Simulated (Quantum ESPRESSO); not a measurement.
The system is InSe.

```xyz
4
Lattice="2.0000 1.1547 8.4400 -2.0000 1.1547 8.4400 0.0000 -2.3094 8.4400" Properties=species:S:1:pos:R:3 pbc="T T T"
In    0.0000    0.0000   22.4994
In    0.0000    0.0000    0.0000
Se    0.0000    0.0000    4.3525
Se    0.0000    0.0000    9.7102
```

Base run:

| Item | Value |
| --- | --- |
| Program | Quantum ESPRESSO 7.5 |
| Functional | PBEsol |
| Potentials or basis | GBRV 1.5 PBEsol |
| Cutoff | 762 eV |
| Density cutoff | 6095 eV |
| k mesh | 8 × 8 × 8 |
| Occupations | fermi-dirac, width 0.05 eV |
| Spin | no spin polarisation |

Its results: band gap on the k mesh 0.32 eV, direct; pressure 0.0 GPa; largest force 0.305 eV/Å.

Problem. The run is repeated on the same cell with these changes: functional from PBEsol to LDA; potentials or basis from GBRV 1.5 PBEsol to GBRV 1.5 LDA. What comes out?

Solution. Band gap on the k mesh 0.20 eV, direct; pressure -1.6 GPa; largest force 0.247 eV/Å.

Caveats: spin-orbit coupling is left out, which moves the levels of the heavy elements.
